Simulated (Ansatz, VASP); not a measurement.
# Two plane-wave programs on CuI (Marshite)

File INCAR:

```
SYSTEM = CuI
  PREC = Accurate
  ENCUT = 600
  EDIFF = 1E-7
  ISMEAR = -1
  SIGMA = 0.05
  LREAL = .FALSE.
  LASPH = .TRUE.
  NELM = 100
  ALGO = Normal
  ISIF = 3
  LWAVE = .FALSE.
  LCHARG = .FALSE.
  GGA = RP
  IVDW = 12
  IBRION = 2
  NSW = 60
  EDIFFG = -0.01
```

KPOINTS

```
regular mesh
0
G
  8 8 8
  0 0 0
```

File POSCAR:

```
CuI
1.0
    0.0000000000      3.0315000000      3.0315000000
    3.0315000000      0.0000000000      3.0315000000
    3.0315000000      3.0315000000      0.0000000000
I Cu
1 1
Direct
    0.0000000000      0.0000000000      0.0000000000
    0.7500000000      0.7500000000      0.7500000000
```

The input input.yaml:

```yaml
crystal:
  lattice:
    - [0.0, 3.0315, 3.0315]
    - [3.0315, 0.0, 3.0315]
    - [3.0315, 3.0315, 0.0]
  atoms:
    - { symbol: I, position: [0.0, 0.0, 0.0] }
    - { symbol: Cu, position: [0.75, 0.75, 0.75] }
hamiltonian:
  xc: rpbe
  pseudopotentials: { kind: paw }
  dispersion: d3bj
kpoints:
  mp_grid: { grid: [8, 8, 8] }
scf:
  occupations: { method: fermi_dirac, width: 0.05 }
output:
  forces: true
  stress: true
relax:
  f_tol: 0.01
  max_steps: 40
  cell: { stress_tol: 0.05 }
```

Alike in both runs: task relaxation of cell and atoms; functional RPBE; dispersion D3(BJ); k mesh 8 × 8 × 8; occupations fermi-dirac, width 0.05 eV; no spin polarisation.

|  | VASP | Ansatz |
| --- | --- | --- |
| version | VASP 6.6.1 | Ansatz 0.2.0 |
| potentials or method | VASP PAW PBE potentials, release 64 (I, Cu) | Ansatz PAW |
| plane-wave cutoff (eV) | 600 | 420 |
| valence electrons in the cell | 18 | 36 |

```tsv
	VASP	Ansatz	Ansatz less VASP
relaxed volume (Å³/atom)	23.65	23.64	-0.007
relaxed cell length with the largest relative difference (Å)	4.059	4.059	-0.0004
energy change over the relaxation (meV/atom)	-107	-108	-1.1
```

The two sets of potentials don't hold the same shells in valence.

Caveats: the volume moved by over 15 % at a fixed basis, so the end points are rough; the volume moved by -15 % from the deposited cell, more than functionals usually miss; the PAW data sets were made with another functional, which shifts forces and pressure a little (VASP); the plane-wave basis is chosen anew once the cell has moved, so the energies of steps on either side of that aren't comparable (Ansatz); the PAW data sets come from PBE, with cores solved anew for the run's functional, which leaves a small shift of forces and pressure (Ansatz).
